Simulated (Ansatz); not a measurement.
Level of theory: DFT PBE, scalar-relativistic, plane waves, PAW (Ansatz 0.2.0). All cells share a 420 eV cutoff and Γ-centred k meshes spaced at most about 0.3 Å⁻¹ (about 0.25 or finer for metals, 2π included). Collinear spin in cells that started with moments and kept them past the coarse steps, no spin elsewhere.

These are static total energies at zero pressure. All come from trial cells, and lower structures may exist.

Question: Which of these relaxed structures of GdN is the lowest in energy?
A.

```
Gd N
1.0
     0.00000    2.66872    2.66872
     2.66872    0.00000    2.66872
     2.66872    2.66872    0.00000
Gd N
1 1
Direct
  0.00000 0.00000 0.00000
  0.75000 0.75000 0.75000
```

B.

```
Gd N
1.0
     3.03323    0.00000    0.00000
     0.00000    3.03323    0.00000
     0.00000    0.00000    3.03323
Gd N
1 1
Cartesian
  1.5166 1.5166 1.5166
  0.0000 0.0000 0.0000
```

C.

```
Gd N
1.0
     4.08155    0.00000    0.00000
    -2.04078    3.53473    0.00000
     0.00000    0.00000    5.01462
Gd N
2 2
Direct
  0.66667 0.33333 0.25000
  0.33333 0.66667 0.75000
  0.66667 0.33333 0.75000
  0.33333 0.66667 0.25000
```

D.

```
Gd N
1.0
     3.39891    0.00000    0.00000
    -1.69945    2.94354    0.00000
     0.00000    0.00000    3.09040
Gd N
1 1
Direct
  0.33333 0.66667 0.50000
  0.00000 0.00000 0.00000
```

Answer: C. It has space group P6_3/mmc (No. 194); the next, A, with the zinc blende type, space group F-43m (No. 216), lies 110 meV/atom higher. Largest moments: C 6.8 μB, A 6.8 μB, D 6.8 μB, B 6.9 μB. Counting N atoms around Gd (those within 1.25 times the shortest such distance or 1.15 times the sum of covalent radii), the lowest has Gd 5 and the next has Gd 4.

The 4f shell of Gd is treated without a Hubbard U, which places its levels poorly. Another magnetic order may lie lower. Cells relaxed within their symmetry can be saddle points. The part of the Crystallography Open Database at hand lists GdN in space group No. 225, which no cell shown has. Some candidate types were left out of the draw beforehand, so a known form may be missing.
